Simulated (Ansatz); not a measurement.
Ir under changes of volume

One of the cells (14.627 Å³/atom); the others are scaled copies at fixed shape and fractional positions:

```
CELL_PARAMETERS angstrom
2.75138 0.00000 0.00000
-1.37569 2.38276 0.00000
0.00000 0.00000 4.46229
ATOMIC_POSITIONS crystal
Ir 0.33333 0.66667 0.25000
Ir 0.66667 0.33333 0.75000
```

This isn't the form of Ir at room conditions, which is fcc.

```yaml
Program: Ansatz 0.2.0
Functional: LDA
Potentials_or_basis: all-electron LAPW, scalar-relativistic
Cutoff: 277 eV (chosen from the basis error)
Basis_error_allowed: 0.001 eV/atom
k_mesh: 11 × 11 × 6
Occupations: fermi-dirac, width 0.05 eV
Spin: no spin polarisation
```

```tsv
volume (Å³/atom)	energy over the lowest point (meV/atom)	pressure (GPa)
13.749	0.52	4.7
14.042	0.00	-3.8
14.335	?	?
14.627	40.84	-17.8
14.920	78.93	-23.6
15.212	126.91	-28.6
15.505	183.54	-33.0
```

Question: What does the run at 14.335 Å³/atom give?

Answer: Energy over the lowest point 14.02 meV/atom; pressure -11.2 GPa.

Worked out: A Birch-Murnaghan fit of order 3 (a polynomial in V^(-2/3)) to the other rows has its minimum at 13.90 Å³/atom with B0 = V·E''(V) = 402 GPa and B' = 5.1 at fixed shape and positions, which overstates the stiffness. It gives 14.05 meV/atom at 14.335 Å³/atom, against the run's 14.02, and -dE/dV = -11.4 GPa, against -11.2.

Energies are extrapolated to zero smearing.
